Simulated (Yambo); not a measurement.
## AlN: G0W0 quasiparticle levels with LDA

The system is AlN.

```
Al N
1.0
     0.00000    2.18399    2.18399
     2.18399    0.00000    2.18399
     2.18399    2.18399    0.00000
Al N
1 1
Cartesian
  0.0000 0.0000 0.0000
  1.0920 1.0920 1.0920
```

Measurements of this composition are mostly on another form, of space group No. 186.

```json
{
 "Program": "Yambo 5.3.0",
 "Task": "G0W0 quasiparticle levels",
 "Functional": "LDA",
 "Potentials or basis": "PseudoDojo 0.4.1 SR LDA standard",
 "Cutoff": "1143 eV",
 "Density cutoff": "4572 eV",
 "k mesh": "6 × 6 × 6",
 "Occupations": "fixed",
 "Spin": "no spin polarisation",
 "k mesh of the self-consistent run": "10 × 10 × 10",
 "Form of the LDA": "PW92",
 "Random integration of the Coulomb term": "yes",
 "Direction of the field or of q to 0": "x + y + z",
 "Broadening": "0.1 eV",
 "States corrected": "Γ and the k points of the band edges",
 "Frequency dependence of W": "plasmon pole",
 "Terminator of the band sum in the self-energy": "Bruneval-Gonze",
 "Quasiparticle equation": "linearised (Newton)",
 "Imaginary frequency of the plasmon-pole fit": "27.2114 eV",
 "Bands in the response": "154",
 "Bands in the self-energy": "154",
 "Cutoff of the response matrix": "12 Ry",
 "Cutoff of exchange and Vxc": "84 Ry",
 "Bands corrected (first, last)": "[3, 6]"
}
```

```yaml
Band_gap_on_the_k_mesh_mean-field_level: 3.26 eV, indirect (least direct gap 4.24 eV)
Quasiparticle_gap: 4.85 eV
Least_direct_quasiparticle_gap: 5.86 eV
Quasiparticle_gap_at_Γ: 5.86 eV
Band_gap_of_the_same_states_before_the_correction: 3.26 eV
```

Quasiparticle terms (eV):
```csv
k point,band,Kohn-Sham level,Vxc,Σx,Σc,Z,result
"(0.000, 0.000, 0.000)",3,0.00,-16.79,-20.95,2.74,0.79,-1.12
"(0.000, 0.000, 0.000)",4,0.00,-16.79,-20.95,2.74,0.79,-1.12
"(0.000, 0.000, 0.000)",5,4.24,-12.74,-8.24,-3.88,0.82,4.75
"(0.000, 0.000, 0.000)",6,12.36,-10.15,-4.15,-5.15,0.82,13.06
"(0.000, -0.500, -0.500)",3,-1.80,-15.33,-20.10,3.08,0.79,-3.12
"(0.000, -0.500, -0.500)",4,-1.80,-15.33,-20.10,3.08,0.79,-3.12
"(0.000, -0.500, -0.500)",5,3.26,-9.50,-5.13,-3.81,0.84,3.73
"(0.000, -0.500, -0.500)",6,8.44,-9.78,-4.47,-4.42,0.84,9.19
```

Wall time 5.3 min on 1 thread of Intel(R) Xeon(R) 6975P-C (Granite Rapids) (shared host).

Caveat: this version prints the column dSc/dw multiplied by 27.2; the terminator is approximate in this version, by hundredths of an eV. A k mesh can miss the band edges.
